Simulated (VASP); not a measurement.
Input of a VASP 6.6.1 run:

Contents of INCAR:

```
SYSTEM = ZnO
ALGO = Normal
EDIFF = 1E-8
EDIFFG = -5E-4
ENCUT = 520
GGA = PE
IBRION = 2
ISIF = 2
ISMEAR = 0
LASPH = .TRUE.
LCHARG = .FALSE.
LREAL = .FALSE.
LWAVE = .FALSE.
NELM = 60
NSW = 40
PREC = Accurate
SIGMA = 0.02
```

Contents of KPOINTS:

```
k-points
0
G
  8 8 5
  0 0 0
```

Contents of POSCAR:

```
ZnO
1.0
    3.2564196100      0.0000000000      0.0000000000
   -1.6282098000      2.8201421100      0.0000000000
    0.0000000000      0.0000000000      5.1675365900
Zn O
2 2
Direct
    0.3333333333      0.6666666667      0.0000000000
    0.6666666667      0.3333333333      0.5000000000
    0.3333333333      0.6666666667      0.3821000000
    0.6666666667      0.3333333333      0.8821000000
```

Potentials or basis: VASP PAW PBE potentials, release 64 (Zn, O).

Command:

```sh
$ cat potpaw_PBE.64/Zn/POTCAR potpaw_PBE.64/O/POTCAR > POTCAR
$ mpirun -np 1 vasp_std > vasp.out
```

**Question.** Predict the band gap on the k mesh.

**Answer.** 0.80 eV, direct.

**Question.** Estimate the energy gained by relaxing.

**Answer.** 0.1 meV/atom.

Stress tensor (GPa, compression positive):
```
5.86 0.00 0.00
0.00 5.86 0.00
0.00 0.00 7.42
```

**The experiment to reproduce.**

“Electronic structure of alkaline earth and post-transition metal oxides”, 2009, arxiv:0908.1581 quotes, for a bulk crystal of ZnO: band gap 3.37 eV.

Against the measured gap of ZnO, 3.37 eV (quoted in “Electronic structure of alkaline earth and post-transition metal oxides”, 2009, arxiv:0908.1581), the calculated 0.80 eV is off by -2.57 eV. So large a miss can be the level of theory's own, or it may mean another phase, state or a wrong row. The value is that of PBE, without temperature or zero-point motion. Semilocal functionals fall short of measured gaps as a rule.
